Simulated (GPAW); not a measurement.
Computed results, one entry a study.

```cif
data_cas
_symmetry_space_group_name_H-M 'Fm-3m'
_symmetry_Int_Tables_number 225
_cell_length_a 5.6860
_cell_length_b 5.6860
_cell_length_c 5.6860
_cell_angle_alpha 90.000
_cell_angle_beta 90.000
_cell_angle_gamma 90.000
_cell_volume 183.83
loop_
_atom_site_label
_atom_site_type_symbol
_atom_site_symmetry_multiplicity
_atom_site_Wyckoff_symbol
_atom_site_fract_x
_atom_site_fract_y
_atom_site_fract_z
_atom_site_occupancy
Ca1 Ca 4 a 0.00000 0.00000 0.00000 1
S1 S 4 b 0.50000 0.00000 0.00000 1
_calc_subject 'CaS (Oldhamite): one start, several treatments of the self-energy'
_calc_method 'DFT, LDA, plane waves, PAW (and 1 further level or step)'
_calc_program 'GPAW 26.7.0'
_calc_settings_of_one_run 'cutoff 450 eV, GPAW PAW setups 1.2.1 data release, 4×4×4 k-mesh, nbands 155'
_calc_cost '4 runs, 1.8 min in all on 4 MPI ranks of Arm Neoverse V2, shared host (the runs of this entry)'
_calc_notes 'The database entry behind the starting cell differs from later determinations by our own check (0.1 to 0.3 % short, probably kX units). The cell and positions come from the Crystallography Open Database and are kept as given unless a step says otherwise. Bands and cutoff are finite, so the gap is not at the basis limit. The miss can reach some tenths of an eV and take either sign; the mesh is an error of its own. The 4×4×4 mesh is coarse for this cell, which bears on the long-range parts of exchange and screening.'
_calc_g0w0_godby_needs_plasmon_pole '4.126 eV'
_calc_g0w0_full_frequency_hilbert_transform '4.177 eV'
_calc_g0w0_multipole '4.150 eV'
_calc_known_limits 'not at the basis limit; coarse k mesh'
```

[Paths, hosts, dates, memory and timing lines, banners, echoed tables and standing remarks are left out of the program output.]

[Logs are printed without paths, hosts, clocks, repeated set-up lines and the standing remarks that a program may print on its own settings, such as how far it seeks lower states.]

[Runs of the session that timed out or met a known fault of the program may be left out.]

[Hosts, paths, dates, database ids (printed as entryN), source tags and the programs' standing remarks are cut or masked in the printed files.]
